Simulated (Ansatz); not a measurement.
# SiC: the cost of one run

Method: DFT PBE, scalar-relativistic, plane waves, PAW, in Ansatz 0.2.0.

### Step 1. The system as given

It takes space group F-43m (No. 216, cubic). The conventional cell has a = 4.358 Å, b = 4.358 Å, c = 4.358 Å, α = 90.00°, β = 90.00°, γ = 90.00°. Around Si (site symmetry -43m) lie 4 C at 1.89 Å. C (site symmetry -43m) has 4 Si at 1.89 Å as nearest neighbours.

Coordinates:

```
Si C
1.0
     0.00000    6.53700    6.53700
     6.53700    0.00000    6.53700
     6.53700    6.53700    0.00000
Si C
27 27
Direct
  0.00000 0.00000 0.00000
  0.00000 0.00000 0.33333
  0.00000 0.00000 0.66667
  0.00000 0.33333 0.00000
  0.00000 0.33333 0.33333
  0.00000 0.33333 0.66667
  0.00000 0.66667 0.00000
  0.00000 0.66667 0.33333
  0.00000 0.66667 0.66667
  0.33333 0.00000 0.00000
  0.33333 0.00000 0.33333
  0.33333 0.00000 0.66667
  0.33333 0.33333 0.00000
  0.33333 0.33333 0.33333
  0.33333 0.33333 0.66667
  0.33333 0.66667 0.00000
  0.33333 0.66667 0.33333
  0.33333 0.66667 0.66667
  0.66667 0.00000 0.00000
  0.66667 0.00000 0.33333
  0.66667 0.00000 0.66667
  0.66667 0.33333 0.00000
  0.66667 0.33333 0.33333
  0.66667 0.33333 0.66667
  0.66667 0.66667 0.00000
  0.66667 0.66667 0.33333
  0.66667 0.66667 0.66667
  0.08333 0.08333 0.08333
  0.08333 0.08333 0.41667
  0.08333 0.08333 0.75000
  0.08333 0.41667 0.08333
  0.08333 0.41667 0.41667
  0.08333 0.41667 0.75000
  0.08333 0.75000 0.08333
  0.08333 0.75000 0.41667
  0.08333 0.75000 0.75000
  0.41667 0.08333 0.08333
  0.41667 0.08333 0.41667
  0.41667 0.08333 0.75000
  0.41667 0.41667 0.08333
  0.41667 0.41667 0.41667
  0.41667 0.41667 0.75000
  0.41667 0.75000 0.08333
  0.41667 0.75000 0.41667
  0.41667 0.75000 0.75000
  0.75000 0.08333 0.08333
  0.75000 0.08333 0.41667
  0.75000 0.08333 0.75000
  0.75000 0.41667 0.08333
  0.75000 0.41667 0.41667
  0.75000 0.41667 0.75000
  0.75000 0.75000 0.08333
  0.75000 0.75000 0.41667
  0.75000 0.75000 0.75000
```

The runs take a perfect supercell of 54 atoms; the defect goes to fractional position (0.000, 0.000, 0.000).

### Step 2. The perfect supercell

The input, input.yaml:

```yaml
crystal:
  lattice:
    - [0.0, 6.537, 6.537]
    - [6.537, 0.0, 6.537]
    - [6.537, 6.537, 0.0]
  atoms:
    - { symbol: Si, position: [0.0, 0.0, 0.0] }
    - { symbol: Si, position: [0.0, 0.0, 0.333333] }
    - { symbol: Si, position: [0.0, 0.0, 0.666667] }
    - { symbol: Si, position: [0.0, 0.333333, 0.0] }
    - { symbol: Si, position: [0.0, 0.333333, 0.333333] }
    - { symbol: Si, position: [0.0, 0.333333, 0.666667] }
    - { symbol: Si, position: [0.0, 0.666667, 0.0] }
    - { symbol: Si, position: [0.0, 0.666667, 0.333333] }
    - { symbol: Si, position: [0.0, 0.666667, 0.666667] }
    - { symbol: Si, position: [0.333333, 0.0, 0.0] }
    - { symbol: Si, position: [0.333333, 0.0, 0.333333] }
    - { symbol: Si, position: [0.333333, 0.0, 0.666667] }
    - { symbol: Si, position: [0.333333, 0.333333, 0.0] }
    - { symbol: Si, position: [0.333333, 0.333333, 0.333333] }
    - { symbol: Si, position: [0.333333, 0.333333, 0.666667] }
    - { symbol: Si, position: [0.333333, 0.666667, 0.0] }
    - { symbol: Si, position: [0.333333, 0.666667, 0.333333] }
    - { symbol: Si, position: [0.333333, 0.666667, 0.666667] }
    - { symbol: Si, position: [0.666667, 0.0, 0.0] }
    - { symbol: Si, position: [0.666667, 0.0, 0.333333] }
    - { symbol: Si, position: [0.666667, 0.0, 0.666667] }
    - { symbol: Si, position: [0.666667, 0.333333, 0.0] }
    - { symbol: Si, position: [0.666667, 0.333333, 0.333333] }
    - { symbol: Si, position: [0.666667, 0.333333, 0.666667] }
    - { symbol: Si, position: [0.666667, 0.666667, 0.0] }
    - { symbol: Si, position: [0.666667, 0.666667, 0.333333] }
    - { symbol: Si, position: [0.666667, 0.666667, 0.666667] }
    - { symbol: C, position: [0.083333, 0.083333, 0.083333] }
    - { symbol: C, position: [0.083333, 0.083333, 0.416667] }
    - { symbol: C, position: [0.083333, 0.083333, 0.75] }
    - { symbol: C, position: [0.083333, 0.416667, 0.083333] }
    - { symbol: C, position: [0.083333, 0.416667, 0.416667] }
    - { symbol: C, position: [0.083333, 0.416667, 0.75] }
    - { symbol: C, position: [0.083333, 0.75, 0.083333] }
    - { symbol: C, position: [0.083333, 0.75, 0.416667] }
    - { symbol: C, position: [0.083333, 0.75, 0.75] }
    - { symbol: C, position: [0.416667, 0.083333, 0.083333] }
    - { symbol: C, position: [0.416667, 0.083333, 0.416667] }
    - { symbol: C, position: [0.416667, 0.083333, 0.75] }
    - { symbol: C, position: [0.416667, 0.416667, 0.083333] }
    - { symbol: C, position: [0.416667, 0.416667, 0.416667] }
    - { symbol: C, position: [0.416667, 0.416667, 0.75] }
    - { symbol: C, position: [0.416667, 0.75, 0.083333] }
    - { symbol: C, position: [0.416667, 0.75, 0.416667] }
    - { symbol: C, position: [0.416667, 0.75, 0.75] }
    - { symbol: C, position: [0.75, 0.083333, 0.083333] }
    - { symbol: C, position: [0.75, 0.083333, 0.416667] }
    - { symbol: C, position: [0.75, 0.083333, 0.75] }
    - { symbol: C, position: [0.75, 0.416667, 0.083333] }
    - { symbol: C, position: [0.75, 0.416667, 0.416667] }
    - { symbol: C, position: [0.75, 0.416667, 0.75] }
    - { symbol: C, position: [0.75, 0.75, 0.083333] }
    - { symbol: C, position: [0.75, 0.75, 0.416667] }
    - { symbol: C, position: [0.75, 0.75, 0.75] }
basis:
  ecutwfc: 420
  fft_grid_basis: typed
kpoints:
  mp_grid: { grid: [2, 2, 2] }
hamiltonian:
  xc: pbe
  pseudopotentials: { kind: paw }
scf:
  occupations: { method: gaussian, width: 0.05 }
output:
  forces: true
  stress: false
  eigenvalues: true
  bader: false
  write_density: true
  volumetric_format: npy
```

Run with:

```sh
ansatz run input.yaml --threads 4 --pin off --max-ram 10240MiB --backend cpu --events-out ev --progress --plain --runs-dir out
```

What time and memory should one allow on 4 threads of Intel Xeon 6975P-C (Granite Rapids), shared host?

About 2.8 s, with a peak of 1.7 GiB.
